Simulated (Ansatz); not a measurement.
# Bismuth, diamond under LDA: structure, energy and stiffness, part 1 of 2

What does LDA give for bismuth in the diamond structure? We relax it, solve it on a dense k-mesh, switch on spin-orbit coupling, then scale the cell to 7 volumes from 88 to 112 % of the relaxed one and try a fit of the equation of state. The k-meshes are 8×8×8 for the relaxation; 13×13×13 for the dense run; 8×8×8 for spin-orbit coupling; 9×9×9 for the volumes.

Computed with Ansatz 0.2.0 (DFT LDA (PW92), plane waves (420 eV) with PAW, scalar-relativistic; PBE-made PAW files, unless a step says otherwise).

## (1) The starting structure

Symmetry: Fd-3m, No. 227, cubic system. Conventional cell: a = 7.007 Å, b = 7.007 Å, c = 7.007 Å, α = 90.00°, β = 90.00°, γ = 90.00°. Bi (site symmetry -43m) is surrounded by 4 Bi at 3.03 Å.

As a file:

```cif
data_structure
_symmetry_space_group_name_H-M 'Fd-3m:1'
_symmetry_Int_Tables_number 227
_cell_length_a 7.0066
_cell_length_b 7.0066
_cell_length_c 7.0066
_cell_angle_alpha 90.000
_cell_angle_beta 90.000
_cell_angle_gamma 90.000
_cell_volume 343.97
loop_
_atom_site_label
_atom_site_type_symbol
_atom_site_symmetry_multiplicity
_atom_site_Wyckoff_symbol
_atom_site_fract_x
_atom_site_fract_y
_atom_site_fract_z
_atom_site_occupancy
Bi1 Bi 8 b 0.75000 0.75000 0.75000 1
```

## (2) Relaxing cell and atoms

input.yaml reads:

```yaml
crystal:
  lattice:
    - [0.0, 3.5033007048, 3.5033007048]
    - [3.5033007048, 0.0, 3.5033007048]
    - [3.5033007048, 3.5033007048, 0.0]
  atoms:
    - { symbol: Bi, position: [0.125, 0.125, 0.125] }
    - { symbol: Bi, position: [0.875, 0.875, 0.875] }
hamiltonian:
  xc: lda
  pseudopotentials:
    kind: paw
    azcp:
      Bi: "pseudopotentials/Bi.paw.azcp"
basis:
  ecutwfc: 420
  fft_grid_basis: typed
kpoints:
  mp_grid: { grid: [8, 8, 8], shift: [0, 0, 0] }
magnetization:
  spin_polarized: false
scf:
  occupations: { method: fermi_dirac, width: 0.1 }
relax:
  max_steps: 60
  f_tol: 0.01
  cell: {}
output:
  write_density: true
  write_potential: true
  elf: true
  volumetric_format: npy
```

The run is started by

```
ansatz run input.yaml --threads 2 --pin off --max-ram 5120MiB --backend cpu --events-out ev --progress --plain --runs-dir out
```

The program printed, shortened:

```text
Warning: <dir> the record states the generating functional pbe (its physics header spells it `PBE`), which answers neither for hamiltonian.xc's functional nor for the lda family's — results may be inconsistent (PPs are generated against a specific XC)
Warning: RAYON_NUM_THREADS=2 ignored (pool sized by the plan → 2); use --threads N
[...]
Pseudopotentials: kind: paw
Pseudopotential: Bi, paw, valence charge 15, recommended cutoff 420 eV (normal), <dir>
Functional definition: SPW92
[...]
Crystal: 2 atoms, lattice volume = 85.993 Å³
Basis set: ecut = 420 eV, 1687 PW (Γ)
Bands: 19, of which v1, the nominal top of the filled ones, is band 15 counted from 1 (14 counted from 0)
Symmetry: 48 space group operations
Space group: Fd-3m (ITA 227), of the structure as read, at distance tolerance 4.4e-5 Å
k-points: 29 of 512
[...]
SCF iter   1: F=—  HF=-24171.129256 eV  |F-HF|=—  |Δ(HF+E_count)|=         —  Δρ=2.86e-3  dr2=3.89e-3  ethr=1.77e-3  ⟨swp⟩=5.9  Hψ=2773  notcnv=0
[...]
relax step   1: F+E_penalty+E_count = -24171.12869362 eV  Δ(F+E_penalty+E_count) = +0.000e0 eV  max|allowed force component| = 1.480e-16 eV/Å  Δτ_max = 0.0000 Å  P = +1.616 GPa  Ω = 85.993 Å³  (6 SCF iters, dr2 threshold 1.00e-7 eV, accepted)
[...]
relax step   3: F+E_penalty+E_count = -24171.14621991 eV  Δ(F+E_penalty+E_count) = -3.737e-3 eV  max|allowed force component| = 7.401e-16 eV/Å  Δτ_max = 0.0000 Å  P = -0.047 GPa  Ω = 89.815 Å³  energy of the carried Pulay correction = -4.295e-4 eV  (4 SCF iters, dr2 threshold 2.00e-7 eV, accepted)
[...]
relax step   4: F+E_penalty+E_count = -24171.14661649 eV  Δ(F+E_penalty+E_count) = -3.966e-4 eV  max|allowed force component| = 8.142e-16 eV/Å  Δτ_max = 0.0000 Å  P = -0.049 GPa  Ω = 89.815 Å³  stress off target by 4.92e-2 GPa  SCF on the basis re-selected at this cell (its energy is not [...]
SCF converged after 6 iterations
Free energy (F): -24171.146616 eV
[...]
E sigma→0 (E₀):  -24171.125342 eV
Entropy (-TS):   -0.042549 eV (-21.274 meV/atom)
Fermi energy:    6.458052 eV
[...]
--- Forces (eV/Å), atoms counted from 1 ---
  atom   1  Bi    -0.00000000    -0.00000000    -0.00000000
  atom   2  Bi     0.00000000     0.00000000     0.00000000
[...]
--- Stress (GPa, compression-positive) ---
       -0.049218      -0.000000      -0.000000
       -0.000000      -0.049218      -0.000000
       -0.000000      -0.000000      -0.049218
  P = ⅓ Tr σ = -0.0492 GPa (-0.492 kbar)
--- Band table (eV; the first three rows and the last of 29) ---
  k-point 0: bands = ["-16.2737", "-16.2737", "-16.2737", "-16.2217", "-16.2217", "-16.0185", "-16.0185", "-16.0096", "-16.0096", "-16.0096", "-6.3329", "-1.2087", "5.1335", "5.1335", "5.1335", "7.3563", "7.3563", "7.3563", "9.6849"]
[...]
--- Relaxed structure (3 steps of the walk, 3 accepted, 1 SCFs on fresh bases) ---
  F+E_penalty+E_count = -24171.14661649 eV   max|allowed force component| = 8.142e-16 eV/Å   (the final SCF, on the basis selected at the relaxed cell)
  cell:  # Å, volume = 89.8148 Å³
    - [-7.64305804934338e-35, 3.5544524148782983, 3.5544524148782983]
    - [3.5544524148782983, 3.566760423026913e-34, 3.5544524148782983]
    - [3.5544524148782983, 3.5544524148782983, 4.8406034312508105e-34]
  atoms:
    - { symbol: Bi, position: [0.12499999999999999, 0.12499999999999999, 0.12499999999999999] }
    - { symbol: Bi, position: [0.8749999999999999, 0.8749999999999999, 0.8749999999999999] }
```

Run time: 6 s. Hardware: 2 threads of Arm Neoverse V1, shared host; peak memory 0.36 GiB.

The walk, from the log:

```csv
step,energy change (meV/atom),largest force (eV/Å),pressure (GPa),volume (Å³/atom)
1,0.00,0.0000,1.62,42.996
2,-6.89,0.0000,-0.65,45.719
3,-8.76,0.0000,-0.05,44.907
4,-8.96,0.0000,-0.05,44.907
```

Steps that repeat a cell are solved on a basis chosen anew, so their changes of energy are no gain of the relaxation.

Changes in the cell that was computed:

|  | before | after | change |
| --- | --- | --- | --- |
| a (Å) | 4.954 | 5.027 | +1.5 % |
| b (Å) | 4.954 | 5.027 | +1.5 % |
| c (Å) | 4.954 | 5.027 | +1.5 % |
| volume (Å³/atom) | 42.996 | 44.907 | +4.4 % |
| shortest distance (Å) | 3.034 | 3.078 | +1.5 % |
| space group (spins left aside) | Fd-3m | Fd-3m | same |

## (3) Dense single point

input.yaml reads:

```yaml
crystal:
  lattice:
    - [0.0, 3.5544524149, 3.5544524149]
    - [3.5544524149, 0.0, 3.5544524149]
    - [3.5544524149, 3.5544524149, 0.0]
  atoms:
    - { symbol: Bi, position: [0.125, 0.125, 0.125] }
    - { symbol: Bi, position: [0.875, 0.875, 0.875] }
hamiltonian:
  xc: lda
  pseudopotentials:
    kind: paw
    azcp:
      Bi: "pseudopotentials/Bi.paw.azcp"
basis:
  ecutwfc: 420
  fft_grid_basis: typed
kpoints:
  mp_grid: { grid: [13, 13, 13], shift: [0, 0, 0] }
magnetization:
  spin_polarized: false
scf:
  occupations: { method: fermi_dirac, width: 0.1 }
output:
  write_density: true
  write_potential: true
  elf: true
  volumetric_format: npy
```

The run is started by

```
ansatz run input.yaml --threads 2 --pin off --max-ram 5120MiB --backend cpu --events-out ev --progress --plain --runs-dir out
```

The program printed, shortened:

```text
Warning: <dir> the record states the generating functional pbe (its physics header spells it `PBE`), which answers neither for hamiltonian.xc's functional nor for the lda family's — results may be inconsistent (PPs are generated against a specific XC)
Warning: RAYON_NUM_THREADS=2 ignored (pool sized by the plan → 2); use --threads N
[...]
[... 3 set-up lines as earlier in the session ...]
[...]
Crystal: 2 atoms, lattice volume = 89.815 Å³
Basis set: ecut = 420 eV, 1807 PW (Γ)
Bands: 19, of which v1, the nominal top of the filled ones, is band 15 counted from 1 (14 counted from 0)
[... 1 set-up line as earlier in the session ...]
Space group: Fd-3m (ITA 227), of the structure as read, at distance tolerance 4.5e-5 Å
k-points: 84 of 2197
[...]
SCF iter   1: F=—  HF=-24171.157328 eV  |F-HF|=—  |Δ(HF+E_count)|=         —  Δρ=2.70e-3  dr2=3.58e-3  ethr=1.77e-3  ⟨swp⟩=6.0  Hψ=8163  notcnv=0
[...]
SCF iter   7: F=-24171.156735 eV  HF=-24171.156735 eV  |F-HF|=5.03e-9  |Δ(HF+E_count)|=   1.18e-7  Δρ=1.84e-6  dr2=2.56e-9  ethr=3.33e-10  ⟨swp⟩=3.2  Hψ=4920  notcnv=0
[...]
SCF converged after 7 iterations
Free energy (F): -24171.156735 eV
[...]
E sigma→0 (E₀):  -24171.140958 eV
Entropy (-TS):   -0.031553 eV (-15.777 meV/atom)
Fermi energy:    6.446374 eV
[...]
--- Band table (eV; the first three rows and the last of 84) ---
  k-point 0: bands = ["-16.2823", "-16.2823", "-16.2823", "-16.2302", "-16.2302", "-16.0271", "-16.0271", "-16.0182", "-16.0182", "-16.0182", "-6.3387", "-1.2155", "5.1284", "5.1284", "5.1284", "7.3526", "7.3526", "7.3526", "9.6828"]
[...]
```

Wall time 4.5 s (2 threads of Arm Neoverse V1, shared host); peak memory 0.39 GiB.

The maps below are laid out on this run's own conventional cell (a, b, c = 7.109, 7.109, 7.109 Å).

Density in a lattice plane of the grid's cell (edges 7.11 and 7.11 Å, at 0.125 of the third edge), which holds Bi.

Ten even steps from '0' (0.01 e/Å³) to '9' (7.17 e/Å³):
```
000000000000000000000000
000000000000000000000000
000000000000000000000000
000000000000000000000000
000000000000001110000000
000000000000025652000000
000000000000148984100000
000000000000148984100000
000000000000025652000000
000000000000001110000000
000000000000000000000000
000000000000000000000000
000000000000000000000000
000000000000000000000000
001110000000000000000000
025652000000000000000000
148984100000000000000000
148984100000000000000000
025652000000000000000000
001110000000000000000000
```
Columns run along the first of these edges and rows up along the second, over one cell in 24 and 20 even steps from the bottom left corner. Atoms in the plane (fractional): Bi at (0.12, 0.12), Bi at (0.62, 0.62).

ELF in the same plane.

Ten even steps from ' ' (0.01) to '@' (0.45):
```
%%@@@@@@@@@@%%**++++==--::::......::::--==++++**
++**######**++++++++++====----------====++++++++
==----------====++++++++++**######**++++++++++==
::::......::::--==++++**%%@@@@@@@@@@%%**++++==--
....      ....::--==**%%@@@@@@@@@@@@@@%%**==--::
              ..::++##@@@@@@**==**@@@@@@##++::..
              ..::++%%@@@@**..--..**@@@@%%++::..
              ..::++%%@@@@**..--..**@@@@%%++::..
              ..::++##@@@@@@**==**@@@@@@##++::..
....      ....::--==**%%@@@@@@@@@@@@@@%%**==--::
::::......::::--==++++**%%@@@@@@@@@@%%**++++==--
==----------====++++++++++**######**++++++++++==
++**######**++++++++++====----------====++++++++
%%@@@@@@@@@@%%**++++==--::::......::::--==++++**
@@@@@@@@@@@@@@%%**==--::....      ....::--==**%%
@@@@**==**@@@@@@##++::..              ..::++##@@
@@**..--..**@@@@%%++::..              ..::++%%@@
@@**..--..**@@@@%%++::..              ..::++%%@@
@@@@**==**@@@@@@##++::..              ..::++##@@
@@@@@@@@@@@@@@%%**==--::....      ....::--==**%%
```
Columns run along the first of these edges and rows up along the second, over one cell in 24 and 20 even steps from the bottom left corner. Atoms in the plane (fractional): Bi at (0.12, 0.12), Bi at (0.62, 0.62).

Both are smooth fields of the valence electrons: close to the nuclei they are not physical.

The highest ELF values outside the cores: 0.46 on the Bi–Bi line, 1.5 Å from Bi.

## (4) With spin-orbit coupling

input.yaml, as its differences from that of step 3:

```diff
@@ -11,3 +11,3 @@
   pseudopotentials:
-    kind: paw
+    kind: paw_fr
     azcp:
@@ -18,11 +18,7 @@
 kpoints:
-  mp_grid: { grid: [13, 13, 13], shift: [0, 0, 0] }
+  mp_grid: { grid: [8, 8, 8], shift: [0, 0, 0] }
 magnetization:
-  spin_polarized: false
+  noncollinear: true
+  spin_orbit: true
 scf:
   occupations: { method: fermi_dirac, width: 0.1 }
-output:
-  write_density: true
-  write_potential: true
-  elf: true
-  volumetric_format: npy
```

The run is started by

```
ansatz run input.yaml --threads 2 --pin off --max-ram 5120MiB --backend cpu --events-out ev --progress --plain --runs-dir out
```

The program printed, shortened:

```text
Warning: <dir> the record states the generating functional pbe (its physics header spells it `PBE`), which answers neither for hamiltonian.xc's functional nor for the lda family's — results may be inconsistent (PPs are generated against a specific XC)
Warning: RAYON_NUM_THREADS=2 ignored (pool sized by the plan → 2); use --threads N
[...]
Pseudopotentials: kind: paw_fr
Pseudopotential: Bi, paw_fr, valence charge 15, recommended cutoff 420 eV (normal), <dir>
[... 1 set-up line as earlier in the session ...]
[...]
non-collinear run that drives no moment, with spin-orbit: no starting moment large enough to seed its density (crystal.atoms[].spin), no starting occupations that ask for one, no magnetisation constraint and no magnetic field, so the semilocal B_xc is pinned to zero
Crystal: 2 atoms, lattice volume = 89.815 Å³
Basis set: ecut = 420 eV, 1807 PW (Γ)
Bands: 38, of which v1, the nominal top of the filled ones, is band 30 counted from 1 (29 counted from 0)
Symmetry: 48 space group operations + 48 with time reversal
[...]
k-points: 29 of 512
Projection manifold: j_resolved (fully-relativistic pseudo-atomic orbitals)
[...]
SCF iter   1: F=—  HF=-24251.187042 eV  |F-HF|=—  |Δ(HF+E_count)|=         —  Δρ=1.09e-2  dr2=1.77e-1  dr2_m=0.00e0 (ungated)  ethr=3.10e-3  |M|=0.00e0 ∫|m|=0.00e0 μB  |m|>n=0.0e0 m-floor=0.0e0 τ_xc=0.0e0  β_m=0.30  ⟨swp⟩=8.8  Hψ=2998  notcnv=0
[...]
spin=Noncollinear: Kerker preconditioning applied to the charge; magnetization (m_x, m_y, m_z) channels mix plain (no charge-response kernel on spin).
[...]
SCF iter   8: F=-24251.122151 eV  HF=-24251.122151 eV  |F-HF|=8.41e-9  |Δ(HF+E_count)|=   3.55e-7  Δρ=2.14e-6  dr2=4.05e-9  dr2_m=0.00e0 (ungated)  ethr=3.33e-10  |M|=0.00e0 ∫|m|=0.00e0 μB  |m|>n=0.0e0 m-floor=0.0e0 τ_xc=0.0e0  ⟨swp⟩=2.0  Hψ=1107  notcnv=0
[...]
SCF converged after 8 iterations
Magnetization: |M| = 0.0000 μB,  M = (+0.0000, +0.0000, +0.0000) μB
Absolute magnetization: 0.0000 μB (∫|m|)
  site 0: m = (+0.0000, +0.0000, +0.0000) μB, |m| = 0.0000 μB  (R = 1.27 Å)
  site 1: m = (+0.0000, +0.0000, +0.0000) μB, |m| = 0.0000 μB  (R = 1.27 Å)
Free energy (F): -24251.122151 eV
[...]
E sigma→0 (E₀):  -24251.111036 eV
Entropy (-TS):   -0.022230 eV (-11.115 meV/atom)
Fermi energy:    6.303405 eV
[...]
```

Wall time 5.7 s (2 threads of Arm Neoverse V1, shared host); peak memory 0.51 GiB.

With and without spin-orbit coupling:

```csv
,scalar-relativistic,with spin-orbit coupling
k-mesh,13×13×13,8×8×8
gap on the mesh,none (levels filled in part),none (levels filled in part)
```

The meshes differ, so small differences between the columns need not come from spin-orbit coupling.

## (5) Equation of state: 88 %

input.yaml reads:

```yaml
crystal:
  lattice:
    - [0.0, 3.4061747763, 3.4061747763]
    - [3.4061747763, 0.0, 3.4061747763]
    - [3.4061747763, 3.4061747763, 0.0]
  atoms:
    - { symbol: Bi, position: [0.125, 0.125, 0.125] }
    - { symbol: Bi, position: [0.875, 0.875, 0.875] }
hamiltonian:
  xc: lda
  pseudopotentials:
    kind: paw
    azcp:
      Bi: "pseudopotentials/Bi.paw.azcp"
basis:
  ecutwfc: 420
  fft_grid_basis: typed
kpoints:
  mp_grid: { grid: [9, 9, 9], shift: [0, 0, 0] }
magnetization:
  spin_polarized: false
scf:
  occupations: { method: fermi_dirac, width: 0.1 }
  lower_state_search: "off"
output:
  stress: true
  write_density: true
  write_potential: true
  elf: true
  volumetric_format: npy
```

The run is started by

```
ansatz run input.yaml --threads 2 --pin off --max-ram 5120MiB --backend cpu --events-out ev --progress --plain --runs-dir out
```

The program printed, shortened:

```text
Warning: <dir> the record states the generating functional pbe (its physics header spells it `PBE`), which answers neither for hamiltonian.xc's functional nor for the lda family's — results may be inconsistent (PPs are generated against a specific XC)
Warning: RAYON_NUM_THREADS=2 ignored (pool sized by the plan → 2); use --threads N
[...]
[... 3 set-up lines as earlier in the session ...]
[...]
Crystal: 2 atoms, lattice volume = 79.037 Å³
Basis set: ecut = 420 eV, 1471 PW (Γ)
Bands: 19, of which v1, the nominal top of the filled ones, is band 15 counted from 1 (14 counted from 0)
[... 1 set-up line as earlier in the session ...]
Space group: Fd-3m (ITA 227), of the structure as read, at distance tolerance 4.3e-5 Å
k-points: 35 of 729
[...]
SCF iter   1: F=—  HF=-24170.982524 eV  |F-HF|=—  |Δ(HF+E_count)|=         —  Δρ=3.05e-3  dr2=3.55e-3  ethr=1.77e-3  ⟨swp⟩=5.8  Hψ=3354  notcnv=0
[...]
SCF iter   6: F=-24170.982092 eV  HF=-24170.982092 eV  |F-HF|=6.55e-11  |Δ(HF+E_count)|=   3.57e-9  Δρ=8.07e-7  dr2=5.74e-10  ethr=1.51e-10  ⟨swp⟩=7.0  Hψ=4670  notcnv=0
[...]
SCF converged after 6 iterations
Free energy (F): -24170.982092 eV
[...]
E sigma→0 (E₀):  -24170.959347 eV
Entropy (-TS):   -0.045491 eV (-22.745 meV/atom)
Fermi energy:    8.025628 eV
[...]
--- Stress (GPa, compression-positive) ---
        5.771612       0.000000      -0.000000
        0.000000       5.771612      -0.000000
        0.000000       0.000000       5.771612
  P = ⅓ Tr σ = 5.7716 GPa (57.716 kbar)
--- Band table (eV; the first three rows and the last of 35) ---
  k-point 0: bands = ["-14.9015", "-14.9015", "-14.9015", "-14.8272", "-14.8272", "-14.5221", "-14.5221", "-14.5211", "-14.5211", "-14.5211", "-5.5140", "0.9097", "6.5853", "6.5853", "6.5853", "8.9278", "8.9278", "8.9278", "11.2530"]
[...]
```

Wall time 2.2 s (2 threads of Arm Neoverse V1, shared host); peak memory 0.34 GiB.

## (6) Equation of state: 92 %

input.yaml, as its differences from that of step 5:

```diff
@@ -2,5 +2,5 @@
   lattice:
-    - [0.0, 3.4061747763, 3.4061747763]
-    - [3.4061747763, 0.0, 3.4061747763]
-    - [3.4061747763, 3.4061747763, 0.0]
+    - [0.0, 3.457020702, 3.457020702]
+    - [3.457020702, 0.0, 3.457020702]
+    - [3.457020702, 3.457020702, 0.0]
   atoms:
@@ -26,5 +26 @@
   stress: true
-  write_density: true
-  write_potential: true
-  elf: true
-  volumetric_format: npy
```

The run is started by

```
ansatz run input.yaml --threads 2 --pin off --max-ram 5120MiB --backend cpu --events-out ev --progress --plain --runs-dir out
```

The program printed, shortened:

```text
Warning: <dir> the record states the generating functional pbe (its physics header spells it `PBE`), which answers neither for hamiltonian.xc's functional nor for the lda family's — results may be inconsistent (PPs are generated against a specific XC)
Warning: RAYON_NUM_THREADS=2 ignored (pool sized by the plan → 2); use --threads N
[...]
[... 3 set-up lines as earlier in the session ...]
[...]
Crystal: 2 atoms, lattice volume = 82.630 Å³
Basis set: ecut = 420 eV, 1639 PW (Γ)
Bands: 19, of which v1, the nominal top of the filled ones, is band 15 counted from 1 (14 counted from 0)
[... 2 set-up lines as earlier in the session ...]
k-points: 35 of 729
[...]
SCF iter   1: F=—  HF=-24171.084025 eV  |F-HF|=—  |Δ(HF+E_count)|=         —  Δρ=2.96e-3  dr2=3.68e-3  ethr=1.77e-3  ⟨swp⟩=5.9  Hψ=3310  notcnv=0
[...]
SCF iter   6: F=-24171.083735 eV  HF=-24171.083735 eV  |F-HF|=2.91e-11  |Δ(HF+E_count)|=   3.08e-9  Δρ=7.79e-7  dr2=5.24e-10  ethr=1.50e-10  ⟨swp⟩=3.0  Hψ=2630  notcnv=0
[...]
SCF converged after 6 iterations
Free energy (F): -24171.083735 eV
[...]
E sigma→0 (E₀):  -24171.062175 eV
Entropy (-TS):   -0.043120 eV (-21.560 meV/atom)
Fermi energy:    7.447406 eV
[...]
--- Stress (GPa, compression-positive) ---
        3.380238      -0.000000       0.000000
        0.000000       3.380238       0.000000
       -0.000000      -0.000000       3.380238
  P = ⅓ Tr σ = 3.3802 GPa (33.802 kbar)
```

It took 1.7 s on 2 threads of Arm Neoverse V1, shared host; peak memory 0.34 GiB.

## (7) Equation of state: 96 %

input.yaml, as its differences from that of step 6:

```diff
@@ -2,5 +2,5 @@
   lattice:
-    - [0.0, 3.457020702, 3.457020702]
-    - [3.457020702, 0.0, 3.457020702]
-    - [3.457020702, 3.457020702, 0.0]
+    - [0.0, 3.5064133853, 3.5064133853]
+    - [3.5064133853, 0.0, 3.5064133853]
+    - [3.5064133853, 3.5064133853, 0.0]
   atoms:
```

The run is started by

```
ansatz run input.yaml --threads 2 --pin off --max-ram 5120MiB --backend cpu --events-out ev --progress --plain --runs-dir out
```

The program printed, shortened:

```text
Warning: <dir> the record states the generating functional pbe (its physics header spells it `PBE`), which answers neither for hamiltonian.xc's functional nor for the lda family's — results may be inconsistent (PPs are generated against a specific XC)
Warning: RAYON_NUM_THREADS=2 ignored (pool sized by the plan → 2); use --threads N
[...]
[... 3 set-up lines as earlier in the session ...]
[...]
Crystal: 2 atoms, lattice volume = 86.222 Å³
Basis set: ecut = 420 eV, 1687 PW (Γ)
Bands: 19, of which v1, the nominal top of the filled ones, is band 15 counted from 1 (14 counted from 0)
[... 2 set-up lines as earlier in the session ...]
k-points: 35 of 729
[...]
SCF iter   1: F=—  HF=-24171.137693 eV  |F-HF|=—  |Δ(HF+E_count)|=         —  Δρ=2.84e-3  dr2=3.75e-3  ethr=1.77e-3  ⟨swp⟩=6.0  Hψ=3373  notcnv=0
[...]
SCF iter   6: F=-24171.137188 eV  HF=-24171.137188 eV  |F-HF|=3.64e-12  |Δ(HF+E_count)|=   7.53e-9  Δρ=6.82e-7  dr2=5.12e-10  ethr=1.77e-10  ⟨swp⟩=3.0  Hψ=2345  notcnv=0
[...]
SCF converged after 6 iterations
Free energy (F): -24171.137188 eV
[...]
E sigma→0 (E₀):  -24171.116641 eV
Entropy (-TS):   -0.041094 eV (-20.547 meV/atom)
Fermi energy:    6.918621 eV
[...]
--- Stress (GPa, compression-positive) ---
        1.456714      -0.000000       0.000000
       -0.000000       1.456714       0.000000
       -0.000000      -0.000000       1.456714
  P = ⅓ Tr σ = 1.4567 GPa (14.567 kbar)
```

Wall time 1.7 s (2 threads of Arm Neoverse V1, shared host); peak memory 0.34 GiB.

(Continued in part 2 of 2.)
